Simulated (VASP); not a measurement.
A run of VASP 6.6.1 is set up as follows.

Contents of INCAR:

```
SYSTEM = InP
ALGO = Normal
DIPOL = 0.5 0.5 0.500
EDIFF = 1E-7
ENCUT = 520
GGA = PS
IDIPOL = 3
ISIF = 2
ISMEAR = 0
KPAR = 8
LASPH = .True.
LCHARG = .True.
LDIPOL = .True.
LREAL = .False.
LVACPOTAV = .True.
LVHAR = .True.
LWAVE = .False.
NELM = 80
PREC = Accurate
SIGMA = 0.05
```

The input KPOINTS:

```
k-points
0
Gamma
  4 6 1
  0 0 0
```

Contents of POSCAR:

```
InP                                     
1.0
    5.8610000000      0.0000000000      0.0000000000
    0.0000000000      4.1443528450      0.0000000000
    0.0000000000      0.0000000000     18.0721764220
  In              P             
     2     2
Direct
     0.5365336303236627    0.5000000000000000    0.4825148936763598
     0.0365336303236628    0.0000000000000000    0.5174851063236400
     0.7134663696763373    0.0000000000000000    0.4286836885218347
     0.2134663696763371    0.5000000000000000    0.5713163114781652
```

Potentials or basis: VASP PAW PBE potentials, release 64 (In_d, P).

Command:

```console
$ cat potpaw_PBE.64/In_d/POTCAR potpaw_PBE.64/P/POTCAR > POTCAR
$ mpirun -np 8 vasp_std > vasp.out
```

Problem. Predict the ionisation potential of the upper face.

Solution. 5.36 eV.

Problem. What does it give for the largest force?

Solution. 0.004 eV/Å.

Forces in eV/Å, atoms in the order of the input:
```
In   0.000  0.000  0.004
In   0.000  0.000 -0.004
P    0.000  0.000 -0.001
P    0.000  0.000  0.001
```

Caveat: the PAW data sets were made with another functional, which shifts forces and pressure a little.
